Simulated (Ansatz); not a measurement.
The system is MgB2.

```xyz
3
Lattice="3.0850 0.0000 0.0000 -1.5425 2.6717 0.0000 0.0000 0.0000 3.5230" Properties=species:S:1:pos:R:3 pbc="T T T"
Mg    0.0000    0.0000    0.0000
B     1.5425    0.8906    1.7615
B     0.0000    1.7811    1.7615
```

| Property | Result |
| --- | --- |
| Program | Ansatz 0.2.0 |
| Task | relaxation of cell and atoms |
| Functional | BLYP |
| Dispersion | D4 |
| Potentials or basis | Ansatz PAW |
| Cutoff | 420 eV (not typed: the program's choice for these potentials) |
| k mesh | 10 × 10 × 8 |
| Occupations | fermi-dirac, width 0.05 eV |
| Spin | no spin polarisation |

At the start: volume 9.68 Å³/atom.

Question: How do energy, volume and symmetry change on relaxing?

Answer: It ends after 8 steps and the volume is 9.21 Å³/atom (-4.9 %); space group P6/mmm (No. 191, to 0.05 Å).

Step by step:
| step | energy change (eV) | largest force (eV/Å) | volume (Å³) |
| --- | --- | --- | --- |
| 1 | 0.0000 | 0.0000 | 29.04 |
| 2 | -0.0291 | 0.0000 | 28.07 |
| 3 | -0.0330 | 0.0000 | 27.59 |
| 4 | -0.0330 | 0.0000 | 27.63 |
| 5 | -0.0330 | 0.0000 | 27.63 |
| 6 | -0.0316 | 0.0000 | 27.63 |
| 7 | -0.0316 | 0.0000 | 27.62 |
| 8 | -0.0316 | 0.0000 | 27.62 |

Final structure:
```
Mg B
1.0
     3.04867    0.00000    0.00000
    -1.52433    2.64022    0.00000
     0.00000    0.00000    3.43138
Mg B
1 2
Cartesian
  0.0000 0.0000 0.0000
  1.5243 0.8801 1.7157
  0.0000 1.7601 1.7157
```

Caveat: the plane-wave basis is chosen anew once the cell has moved, so the energies of steps on either side of that aren't comparable; pairwise dispersion overbinds metals, which lowers pressure and volume; the PAW data sets come from PBE, with cores solved anew for the run's functional, which leaves a small shift of forces and pressure.
